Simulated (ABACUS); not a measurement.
**Si2Ni: equation of state with PBE**

Si2Ni:

```
Ni Si
1.0
     0.00000    2.70300    2.70300
     2.70300    0.00000    2.70300
     2.70300    2.70300    0.00000
Ni Si
1 2
Cartesian
  0.0000 0.0000 0.0000
  4.0545 4.0545 4.0545
  1.3515 1.3515 1.3515
```

| Item | Value |
| --- | --- |
| Program | ABACUS 3.10.1 |
| Task | equation of state |
| Functional | PBE |
| Potentials or basis | PseudoDojo NC SR 0.4.1 PBE standard |
| Cutoff | 1333 eV |
| Density cutoff | 5333 eV |
| Basis | plane waves |
| k mesh | 9 × 9 × 9 |
| Occupations | fermi-dirac, width 0.05 eV |
| Spin | collinear spin, ferromagnetic start |
| Starting moments | [1.0, 0.0, 0.0] μB |
| Radial cutoff of the potentials (pseudo_rcut) | 10 bohr |
| SCF threshold on the density | 1e-08 |
| Max SCF steps | 100 |
| Eigensolver | dav |
| Mixing | broyden |
| Mixing share | 0.4 |
| Symmetry key | 1 |

* Equilibrium volume: 13.51 Å³/atom
* Bulk modulus: 145 GPa
* Pressure derivative of the bulk modulus: 3.8

Energy against volume, from the lowest point:
```csv
volume (Å³/atom),energy (meV/atom)
12.376,49.00
12.639,27.83
12.902,12.97
13.166,3.86
13.429,0.00
13.692,0.90
13.956,6.15
```

All runs of the series together: 5.6 min on 4 threads of AMD EPYC 7R43 64-Core Processor (Zen 3) (shared host).

PBE usually gives volumes a little too large and moduli too small. Zero-point motion and thermal expansion aren't in these numbers.
